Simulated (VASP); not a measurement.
# PbSe (Fm-3m) in VASP: single point with PBE

Aim: the single point of PbSe with PBE.

Everything below comes from runs of VASP 6.6.1. Logs are shortened: lines on timing, memory, paths and dates and some standing lists are left out, and cuts for length are marked.

**Measured values to compare with.**

From a printed reference work, monograph, for a bulk crystal of PbSe at 300 K: band gap 0.28 eV (direct).

The runs below are set against these values where they give the same quantity.

**1. The cell of the first run**

The structure is cubic, space group Fm-3m (No. 225). Conventional cell: a = 6.121 Å, b = 6.121 Å, c = 6.121 Å, α = 90.00°, β = 90.00°, γ = 90.00°. Within 4.0 Å of Pb (site symmetry m-3m) lie 6 Se at 3.06 Å. Within 4.0 Å of Se (site symmetry m-3m) lie 6 Pb at 3.06 Å.

**2. Single point, PBE**

INCAR reads:

```
SYSTEM = PbSe
PREC = Accurate
ENCUT = 520
EDIFF = 1E-6
ISMEAR = 0
SIGMA = 0.05
LREAL = .False.
LASPH = .True.
NELM = 80
ALGO = Normal
ISIF = 2
LWAVE = .False.
LCHARG = .True.
GGA = PE
LELF = .True.
LVHAR = .True.
NBANDS = 17
```

KPOINTS reads:

```
regular mesh
0
Gamma
  12 12 12
  0 0 0
```

POSCAR reads:

```
PbSe
1.0
    0.0000000000      3.0606500000      3.0606500000
    3.0606500000      0.0000000000      3.0606500000
    3.0606500000      3.0606500000      0.0000000000
Pb Se
1 1
Direct
    0.0000000000      0.0000000000      0.0000000000
    0.5000000000      0.5000000000      0.5000000000
```

Potentials or basis: VASP PAW PBE potentials, release 64 (Pb_d, Se).

Command:

```sh
> cat potpaw_PBE.64/Pb_d/POTCAR potpaw_PBE.64/Se/POTCAR > POTCAR
> mpirun -np 1 vasp_std > vasp.out
```

OUTCAR:

```text
SYSTEM = PbSe
   PREC = Accurate
   ENCUT = 520
   EDIFF = 1E-6
   ISMEAR = 0
   LREAL = .False.
   LASPH = .True.
   NELM = 80
   ISIF = 2
   GGA = PE

 ion  position               nearest neighbor table
   1  0.000  0.000  0.000-   2 3.06   2 3.06   2 3.06   2 3.06   2 3.06   2 3.06
   2  0.500  0.500  0.500-   1 3.06   1 3.06   1 3.06   1 3.06   1 3.06   1 3.06

  LATTYP: Found a face centered cubic cell.
 ALAT       =     6.1213000000

  Lattice vectors:

 A1 = (   0.0000000000,   3.0606500000,   3.0606500000)
 A2 = (   3.0606500000,   0.0000000000,   3.0606500000)
 A3 = (   3.0606500000,   3.0606500000,   0.0000000000)

Analysis of symmetry for initial positions (statically):
=====================================================================
 Subroutine PRICEL returns:
 Original cell was already a primitive cell.

 Routine SETGRP: Setting up the symmetry group for a
 face centered cubic supercell.

 Subroutine GETGRP returns: Found 48 space group operations
 (whereof 48 operations were pure point group operations)
 out of a pool of 48 trial point group operations.

The static configuration has the point symmetry O_h .

Analysis of symmetry for dynamics (positions and initial velocities):
=====================================================================
 Subroutine PRICEL returns:
 Original cell was already a primitive cell.

 Routine SETGRP: Setting up the symmetry group for a
 face centered cubic supercell.

 Subroutine GETGRP returns: Found 48 space group operations
 (whereof 48 operations were pure point group operations)
 out of a pool of 48 trial point group operations.

The dynamic configuration has the point symmetry O_h .

 Subroutine INISYM returns: Found 48 space group operations
 (whereof 48 operations are pure point group operations),
 and found     1 'primitive' translations

----------------------------------------------------------------------------------------

                                     Primitive cell

  volume of cell :      57.3418

  direct lattice vectors                    reciprocal lattice vectors
     0.000000000  3.060650000  3.060650000    -0.163363991  0.163363991  0.163363991
     3.060650000  0.000000000  3.060650000     0.163363991 -0.163363991  0.163363991
     3.060650000  3.060650000  0.000000000     0.163363991  0.163363991 -0.163363991

  length of vectors
     4.328412740  4.328412740  4.328412740     0.282954733  0.282954733  0.282954733

  position of ions in fractional coordinates (direct lattice)
     0.000000000  0.000000000  0.000000000
     0.500000000  0.500000000  0.500000000

  ion indices of the primitive-cell ions
   primitive index   ion index
                 1           1
                 2           2

----------------------------------------------------------------------------------------

 KPOINTS: regular mesh

Automatic generation of k-mesh.
 Grid dimensions read from file:
 generate k-points for:   12   12   12

 Generating k-lattice:

  Cartesian coordinates                     Fractional coordinates (reciprocal lattice)
    -0.013613666  0.013613666  0.013613666     0.083333333  0.000000000  0.000000000
     0.013613666 -0.013613666  0.013613666     0.000000000  0.083333333  0.000000000
     0.013613666  0.013613666 -0.013613666     0.000000000  0.000000000  0.083333333

  Length of vectors
     0.023579561  0.023579561  0.023579561

  Shift w.r.t. Gamma in fractional coordinates (k-lattice)
     0.000000000  0.000000000  0.000000000

 Subroutine IBZKPT returns following result:
 ===========================================

 Found     72 irreducible k-points:

 Following reciprocal coordinates:
            Coordinates               Weight
  0.000000  0.000000  0.000000      1.000000
  0.083333  0.000000  0.000000      8.000000
  0.166667  0.000000  0.000000      8.000000
  0.250000  0.000000  0.000000      8.000000
  0.333333  0.000000  0.000000      8.000000
  0.416667  0.000000  0.000000      8.000000
[... 16 lines left out ...]
  0.500000  0.166667  0.000000     24.000000
 -0.416667  0.166667  0.000000     24.000000
 [... further k-points ...]
   k-points           NKPTS =     72   k-points in BZ     NKDIM =     72   number of bands    NBANDS=     17
   number of dos      NEDOS =    301   number of ions     NIONS =      2
   total plane-waves  NPLWV =  32768
   dimension x,y,z NGX =    32 NGY =   32 NGZ =   32
   dimension x,y,z NGXF=    64 NGYF=   64 NGZF=   64
   ions per type =               1   1
   NGX,Y,Z   is equivalent  to a cutoff of  12.29, 12.29, 12.29 a.u.
   NGXF,Y,Z  is equivalent  to a cutoff of  24.58, 24.58, 24.58 a.u.
 SYSTEM =  PbSe
   PREC   = accura    normal or accurate (medium, high low for compatibility)
   ISTART =      0    job   : 0-new  1-cont  2-samecut
   ICHARG =      2    charge: 1-file 2-atom 10-const
   ISPIN  =      1    spin polarized calculation?
   LNONCOLLINEAR =      F non collinear calculations
   LSORBIT =      F    spin-orbit coupling
   LASPH  =      T    aspherical Exc in radial PAW
   ENCUT  =  520.0 eV  38.22 Ry    6.18 a.u.   8.05  8.05  8.05*2*pi/ulx,y,z
   NELM   =     80;   NELMIN=  2; NELMDL= -5     # of ELM steps
   EDIFF  = 0.1E-05   stopping-criterion for ELM
   LREAL  =      F    real-space projection
   EDIFFG = 0.1E-04   stopping-criterion for IOM
   NSW    =      0    number of steps for IOM
   IBRION =     -1    ionic relax: 0-MD 1-quasi-New 2-CG
   NFREE  =      0    steps in history (QN), initial steepest desc. (CG)
   ISIF   =      2    stress and relaxation
   ISYM   =      2    0-nonsym 1-usesym 2-fastsym
   POTIM  = 0.5000    time-step for ionic-motion
   TEBEG  =    0.0;   TEEND  =   0.0 temperature during run
   PSTRESS=    0.0 pullay stress
   NELECT =      20.0000    total number of electrons
   NUPDOWN=      -1.0000    fix difference up-down
   EMIN   =  10.00;   EMAX   =-10.00  energy-range for DOS
   EFERMI =   0.00;   METHOD = LEGACY
   ISMEAR =     0;   SIGMA  =   0.05  broadening in eV -4-tet -1-fermi 0-gaus
   EFERMI_NEDOS =   21; number of points for ismear=-14 and -15
   IALGO  =     38    algorithm
   IMIX   =      4    mixing-type and parameters
     AMIX     =   0.40;   BMIX     =  1.00
     AMIX_MAG =   1.60;   BMIX_MAG =  1.00
  volume/ion in A,a.u.               =      28.67       193.48
  Fermi-wavevector in a.u.,A,eV,Ry     =   1.152377  2.177676 18.068159  1.327972
  Thomas-Fermi vector in A             =   2.289028
   LORBIT       =      0    0 simple, 1 ext, 2 COOP (PROOUT), +10 PAW based schemes
   GGA     = PE    functional components
   LHFCALC =     F    Hartree Fock is set to
   AEXX    =    0.0000 exact exchange contribution
   IVDW    =     0    specifies the selected vdW correction
   LEPSILON=     F    determine dielectric tensor
   LRPA    =     F    only Hartree local field effects (RPA)
 non-spin polarized calculation
 Gauss-broadening in eV      SIGMA  =   0.05
  energy-cutoff  :      520.00
  volume of cell :       57.34
 maximum number of plane-waves:      1572
   NGX = 17   NGY = 17   NGZ = 17

 number of electron      20.0000000 magnetization

 Free energy of the ion-electron system (eV)
  ---------------------------------------------------
  ext. energy  EPLUGINS =         0.00000000
  ---------------------------------------------------
  free energy    TOTEN  =        -8.17738821 eV

  energy without entropy =       -8.17738818  energy(sigma->0) =       -8.17738820

 E-fermi :   5.2160     XC(G=0):  -9.5298

 val. band max:        5.0704569988   @ k =   0.5000   0.0000   0.0000
 cond. band min:       5.3615305053   @ k =   0.5000   0.0000   0.0000
 fundamental gap:      0.2910735065
 Fermi energy:         5.2159904723

 k-point     1 :       0.0000    0.0000    0.0000
  band No.  band energies     occupation
      1     -11.7676      2.00000
      2     -11.7676      2.00000
      3     -11.7676      2.00000
      4     -11.7635      2.00000
      5     -11.7635      2.00000
      6      -8.5242      2.00000
[... 9 lines left out ...]
     16      11.5852      0.00000
     17      13.2432      0.00000

 k-point     2 :       0.0833    0.0000    0.0000
  band No.  band energies     occupation
      1     -11.7674      2.00000
      2     -11.7670      2.00000
      3     -11.7670      2.00000
      4     -11.7637      2.00000
      5     -11.7637      2.00000
      6      -8.4710      2.00000
[... 9 lines left out ...]
     16      11.7479      0.00000
     17      13.8406      0.00000

 k-point     3 :       0.1667    0.0000    0.0000
  band No.  band energies     occupation
      1     -11.7706      2.00000
      2     -11.7706      2.00000
      3     -11.7667      2.00000
      4     -11.7586      2.00000
      5     -11.7586      2.00000
      6      -8.3170      2.00000
[... 9 lines left out ...]
     16      12.1634      0.00000
     17      14.9655      0.00000

 k-point     4 :       0.2500    0.0000    0.0000
  band No.  band energies     occupation
      1     -11.7766      2.00000
      2     -11.7766      2.00000
      3     -11.7659      2.00000
      4     -11.7504      2.00000
      5     -11.7504      2.00000
      6      -8.0807      2.00000
[... 9 lines left out ...]
     16      12.7922      0.00000
     17      16.2802      0.00000
[... 343 lines left out ...]
      1     -11.8103      2.00000
      2     -11.7716      2.00000
      3     -11.7669      2.00000
      4     -11.7443      2.00000
      5     -11.7339      2.00000
      6      -7.5611      2.00000
[... 9 lines left out ...]
     16      15.3568      0.00000
     17      16.0968      0.00000

 k-point    23 :       0.5000    0.1667    0.0000
  band No.  band energies     occupation
      1     -11.8114      2.00000
      2     -11.7768      2.00000
      3     -11.7623      2.00000
      4     -11.7428      2.00000
      5     -11.7322      2.00000
      6      -7.3740      2.00000
[... 9 lines left out ...]
     16      15.4596      0.00000
     17      15.8069      0.00000

 k-point    24 :      -0.4167    0.1667    0.0000
  band No.  band energies     occupation
      1     -11.8072      2.00000
      2     -11.7802      2.00000
      3     -11.7595      2.00000
      4     -11.7422      2.00000
      5     -11.7349      2.00000
      6      -7.3460      2.00000
[... 9 lines left out ...]
     16      14.4763      0.00000
     17      16.4795      0.00000

 [... further k-points ...]

------------------------ aborting loop because EDIFF is reached ----------------------------------------

  FORCE on cell =-STRESS in cart. coord.  units (eV):
  Direction    XX          YY          ZZ          XY          YZ          ZX
  --------------------------------------------------------------------------------------
  -------------------------------------------------------------------------------------
  Total        0.8649723      0.8649723      0.8649723     -0.0000000     -0.0000000     -0.0000000
  in kB       24.1680593     24.1680593     24.1680593     -0.0000000     -0.0000000     -0.0000000
  external PRESSURE =      24.1680593 kB  Pullay stress =       0.0000000 kB

 VOLUME and BASIS-vectors are now :
 -----------------------------------------------------------------------------
  energy-cutoff  :      520.00
  volume of cell :       57.34
      direct lattice vectors                 reciprocal lattice vectors
     0.000000000  3.060650000  3.060650000    -0.163363991  0.163363991  0.163363991
     3.060650000  0.000000000  3.060650000     0.163363991 -0.163363991  0.163363991
     3.060650000  3.060650000  0.000000000     0.163363991  0.163363991 -0.163363991

 POSITION                                       TOTAL-FORCE (eV/Angst)
 -----------------------------------------------------------------------------------
      0.00000      0.00000      0.00000        -0.000000     -0.000000      0.000000
      3.06065      3.06065      3.06065         0.000000      0.000000     -0.000000
 -----------------------------------------------------------------------------------
    total drift:                                0.000000     -0.000000     -0.000000

  FREE ENERGIE OF THE ION-ELECTRON SYSTEM (eV)
  ---------------------------------------------------
  free  energy   TOTEN  =        -8.1773882109 eV

  energy  without entropy=       -8.1773881836  energy(sigma->0) =       -8.17738820
```

It took 42 s on 1 thread of Intel Xeon 6975P-C, shared host; peak memory 0.22 GiB.

Results:

```
Free energy            : -8.1774 eV
Pressure               : 2.4 GPa
Band gap on the k mesh : 0.29 eV, direct
```

Caveat: spin-orbit coupling is left out, which moves the levels of the heavy elements.

**3. Comparison with measurements**

Step 2. Measured gap of PbSe: 0.28 eV (direct; 300 K; a printed reference work, monograph). This calculation gives 0.29 eV (+0.01 eV). 2 values of this kind are on record (0.15 to 0.28 eV); this one was drawn at random. Spin-orbit coupling on Pb, Se is left out. The value is that of PBE on a finite k mesh, which can miss the band edges, without temperature or zero-point motion.
